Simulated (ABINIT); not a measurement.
**PbSe (Clausthalite): band structure with PBE**

**Measured values to compare with.**

From a printed reference work, monograph, for a bulk crystal of PbSe at 4.2 K: band gap 0.15 eV (direct).

The system is PbSe (Clausthalite).

```
Pb Se
1.0
     0.00000    3.06065    3.06065
     3.06065    0.00000    3.06065
     3.06065    3.06065    0.00000
Pb Se
1 1
Direct
  0.00000 0.00000 0.00000
  0.50000 0.50000 0.50000
```

```yaml
Program: ABINIT 10.8.3 (patched build)
Task: band structure
Functional: PBE
Potentials_or_basis: JTH PAW PBE v2.0 sp
Cutoff: 408 eV
k_mesh: 8 × 8 × 8
Occupations: fermi-dirac, width 0.05 eV
Spin: no spin polarisation
Fine-grid_cutoff: 816.342 eV
Exchange_and_correlation_inside_the_PAW_spheres: full angular mesh (pawxcdev 0, this build's default; the released program takes 1)
```

```json
{
  "Pressure": "2.4 GPa",
  "Band gap on the k mesh": "0.31 eV, direct",
  "Band gap along the path": "0.31 eV, direct",
  "Valence electrons inside the program's atomic spheres": "Pb 2.52; Se 3.91"
}
```

Levels at the corners of the path, in eV from the valence-band top:
| point | band 1 | band 2 | band 3 | band 4 | band 5 | band 6 | band 7 | band 8 | band 9 | band 10 |
| --- | --- | --- | --- | --- | --- | --- | --- | --- | --- | --- |
| Γ | -13.58 | -6.31 | -1.82 | -1.82 | -1.82 | 4.74 | 4.74 | 4.74 | 6.26 | 6.26 |
| X | -12.30 | -7.41 | -4.98 | -3.21 | -3.21 | 3.67 | 5.65 | 5.65 | 6.10 | 8.95 |
| W | -12.23 | -8.04 | -4.23 | -4.23 | -0.78 | 1.89 | 5.01 | 5.01 | 7.47 | 7.47 |
| K | -12.27 | -8.06 | -4.57 | -2.71 | -2.39 | 3.43 | 4.01 | 5.50 | 5.72 | 9.21 |
| Γ | -13.58 | -6.31 | -1.82 | -1.82 | -1.82 | 4.74 | 4.74 | 4.74 | 6.26 | 6.26 |
| L | -12.51 | -8.82 | -1.47 | -1.47 | 0.00 | 0.31 | 1.70 | 1.70 | 8.02 | 9.20 |
| U | -12.27 | -8.06 | -4.57 | -2.71 | -2.39 | 3.43 | 4.01 | 5.50 | 5.72 | 9.21 |
| W | -12.23 | -8.04 | -4.23 | -4.23 | -0.78 | 1.89 | 5.01 | 5.01 | 7.47 | 7.47 |
| L | -12.51 | -8.82 | -1.47 | -1.47 | 0.00 | 0.31 | 1.70 | 1.70 | 8.02 | 9.20 |
| K | -12.27 | -8.06 | -4.57 | -2.71 | -2.39 | 3.43 | 4.01 | 5.50 | 5.72 | 9.21 |

It took 22 s on 1 thread of AMD EPYC 9R14 (Zen 4), on a shared host, peak memory 0.12 GiB.

A measured gap of PbSe is 0.15 eV (direct; 4.2 K; a printed reference work, monograph); the calculated 0.31 eV misses it by +0.16 eV. 2 values of this kind are on record (0.15 to 0.28 eV); this one was drawn at random. Spin-orbit coupling on Pb, Se is left out. The value is that of PBE, without temperature or zero-point motion.

Caveat: spin-orbit coupling is left out, which as a rule narrows the gap of such compounds by several tenths of an eV; this set keeps more shells in the core, which shifts pressures and gaps.
